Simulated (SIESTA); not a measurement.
Runs of SIESTA 5.4.2 on ZnS (Wurtzite-4H). It takes space group P6_3mc (No. 186, hexagonal). The conventional cell has a = 3.823 Å, b = 3.823 Å, c = 12.520 Å, α = 90.00°, β = 90.00°, γ = 120.00°. Zn (site symmetry 3m) is surrounded by 4 S at 2.34 to 2.35 Å. Around Zn (site symmetry 3m) lie 4 S at 2.34 to 2.35 Å. S (site symmetry 3m) has 4 Zn at 2.34 to 2.35 Å as nearest neighbours. S (site symmetry 3m) is surrounded by 4 Zn at 2.34 to 2.35 Å. 

| task | level | potentials or basis | cell | k mesh | optimiser | force tolerance | gap on the mesh (eV) | pressure (GPa) | relaxed volume (Å³/atom) | largest force (eV/Å) |
| --- | --- | --- | --- | --- | --- | --- | --- | --- | --- | --- |
| relaxation of cell and atoms | RPBE | PseudoDojo 0.4 standard (PBE files), DZP (energy shift 0.002 Ry) | relaxed | 6 × 6 × 2 | CG | 0.01 eV/Å | 2.50 | 0.0 | 21.45 | - |
| band structure | PW86PBE | PseudoDojo 0.4 standard (PBE files), DZP (energy shift 0.002 Ry) | as given | 8 × 8 × 3 | - | - | 2.80 | 5.5 | - | 0.03 |
| relaxation of cell and atoms | WC | PseudoDojo 0.4 standard (PBEsol files), DZP (energy shift 0.002 Ry) | relaxed | 6 × 6 × 2 | CG | 0.04 eV/Å | 2.60 | 0.0 | 19.76 | 0.01 |
| band structure | RGE2 | PseudoDojo 0.4 standard (PBE files), DZP (energy shift 0.002 Ry) | as given | 8 × 8 × 3 | - | - | (b) | 1.6 | - | (a) |

Alike in all rows: no spin polarisation; smearing fermi-dirac 0.05 eV; grid cutoff 800 Ry; energy shift 0.002 Ry.

Fill in the values left out.

(a) 0.02; (b) 2.72.

Caveats: semicore shells carry a single zeta, which can move pressures by several GPa and volumes by a few percent; the valence orbitals were made in a potential fitted to the semicore shell under them, which widens gaps by tenths of an eV or more; the potentials were made for another functional, which shifts forces and pressure; the basis of atomic orbitals isn't converged, which shifts pressures, moduli and gaps.

